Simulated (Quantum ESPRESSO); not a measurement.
The system is Pb.

```
CELL_PARAMETERS angstrom
0.00000 2.47502 2.47502
2.47502 0.00000 2.47502
2.47502 2.47502 0.00000
ATOMIC_POSITIONS crystal
Pb 0.00000 0.00000 0.00000
```

* Program: Quantum ESPRESSO 7.5
* Task: phonon dispersion
* Functional: PBEsol
* Potentials or basis: PseudoDojo 0.4.1 SR PBEsol standard
* Cutoff: 762 eV
* Density cutoff: 3048 eV
* k mesh: 8 × 8 × 8
* Occupations: cold, width 0.2 eV
* Spin: no spin polarisation
* Mixing beta: 0.5
* Most SCF iterations: 120
* SCF threshold: 2e-10 Ry
* q mesh: 2 × 2 × 2

The cell and the atoms were relaxed first, to 30.09 Å³/atom (a = 3.491 Å, b = 3.491 Å, c = 3.491 Å, α = 60.00°, β = 60.00°, γ = 60.00°), and the response was taken there.

Q: What are the zero-point energy, and the vibrational entropy and heat capacity at 298.15 K?

A: Zero-point energy 9.4 meV/atom; entropy 7.38 k_B/atom (61.4 J/(K·mol of atoms)); Cv 2.98 k_B/atom, 99 % of the classical limit. These are harmonic values without the electrons' part.

Phonon frequencies at the corners of the path (cm⁻¹, interpolated; i marks imaginary ones):
```
point  frequencies
    Γ        0 0 0
    X     55 55 74
    W     54 65 65
    K     50 63 69
    L     35 35 74
    U     50 63 69
```

Harmonic thermodynamics per atom at this volume (zero-point energy 9.4 meV, Debye temperature from the second moment 98 K):
| T (K) | free energy (meV) | entropy (k_B) | heat capacity Cv (k_B) |
| --- | --- | --- | --- |
| 50 | 5.5 | 2.28 | 2.50 |
| 100 | -8.8 | 4.17 | 2.86 |
| 200 | -54.4 | 6.19 | 2.96 |
| 298.15 | -112.2 | 7.38 | 2.98 |
| 500 | -255.1 | 8.93 | 2.99 |
| 800 | -505.5 | 10.34 | 3.00 |

Phonon states per cell in windows of 5 cm⁻¹ (negative: imaginary):
```
from (cm⁻¹)  total
          0   0.00
          5   0.00
         10   0.02
         15   0.03
         20   0.06
         25   0.10
         30   0.18
         35   0.31
         40   0.34
         45   0.37
         50   0.39
         55   0.29
         60   0.22
         65   0.48
         70   0.20
```

A q mesh this small can miss soft modes between its points.

Caveat: the mesh is thin for the phonons of a metal; the q mesh is small, so phonon branches between its points and thermal values are rough.
